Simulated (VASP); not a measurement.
TaC:

```xyz
2
Lattice="0.0000 2.2230 2.2230 2.2230 0.0000 2.2230 2.2230 2.2230 0.0000" Properties=species:S:1:pos:R:3 pbc="T T T"
Ta    0.0000    0.0000    0.0000
C     2.2230    2.2230    2.2230
```

- Program: VASP 6.6.1
- Task: relaxation of cell and atoms
- Functional: PBE
- Potentials or basis: VASP PAW PBE potentials, release 64 (Ta_pv, C)
- Cutoff: 520 eV
- k mesh: 16 × 16 × 16
- Occupations: gaussian, width 0.1 eV
- Spin: no spin polarisation

At the start: pressure 7.4 GPa; volume 10.99 Å³/atom.

Problem. How do energy, volume and symmetry change on relaxing?

Solution. Over 4 steps the energy falls by 5.5 meV/atom and the volume is 11.23 Å³/atom (+2.2 %); space group Fm-3m (No. 225, to 0.05 Å).

The path:
| step | energy change (eV) | largest force (eV/Å) | pressure (GPa) | volume (Å³) |
| --- | --- | --- | --- | --- |
| 1 | 0.0000 | 0.0000 | 7.43 | 21.97 |
| 2 | 0.0460 | 0.0000 | -14.87 | 23.63 |
| 3 | -0.0110 | 0.0000 | -0.12 | 22.46 |
| 4 | -0.0110 | 0.0000 | 0.02 | 22.45 |

Final structure:
```
CELL_PARAMETERS angstrom
0.00000 2.23918 2.23918
2.23918 0.00000 2.23918
2.23918 2.23918 0.00000
ATOMIC_POSITIONS crystal
Ta 0.00000 0.00000 0.00000
C 0.50000 0.50000 0.50000
```
